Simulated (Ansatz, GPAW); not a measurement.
## One calculation of HfC, 3 ways

```xyz
2
Lattice="0.0000 2.3250 2.3250 2.3250 0.0000 2.3250 2.3250 2.3250 0.0000" Properties=species:S:1:pos:R:3 pbc="T T T"
Hf    2.3250    2.3250    2.3250
C     0.0000    0.0000    0.0000
```

Alike in all runs: task single point; functional PBEsol; k mesh 10 × 10 × 10; occupations gaussian, width 0.05 eV; no spin polarisation; no spin-orbit coupling. Pressure is positive in compression and, in plane waves, holds the error of the finite cutoff, which Ansatz's Pulay term estimates and takes out.

| program and potentials | plane-wave cutoff (eV) | notes | band gap (eV) | pressure (GPa) |
| --- | --- | --- | --- | --- |
| Ansatz, Ansatz PAW | 420 | potentials made for PBE, which Ansatz adapts in part; 15 valence electrons an atom on average; Pulay term of +0.24 GPa included | no gap | -6.53 |
| GPAW, PAW data sets generated for this functional | 800 | 8 valence electrons an atom on average | no gap | -5.33 |
| Ansatz, all-electron LAPW, scalar-relativistic | - | - | no gap | -6.49 |

None finds a gap. The pressure spans -6.53 (Ansatz, Ansatz PAW) to -5.33 GPa (GPAW, PAW data sets generated for this functional), with all-electron results at -6.49.

The functional is the same throughout but for its coding, so the spread measures potentials, basis and numerics; runs on potential files found faulty are left out.
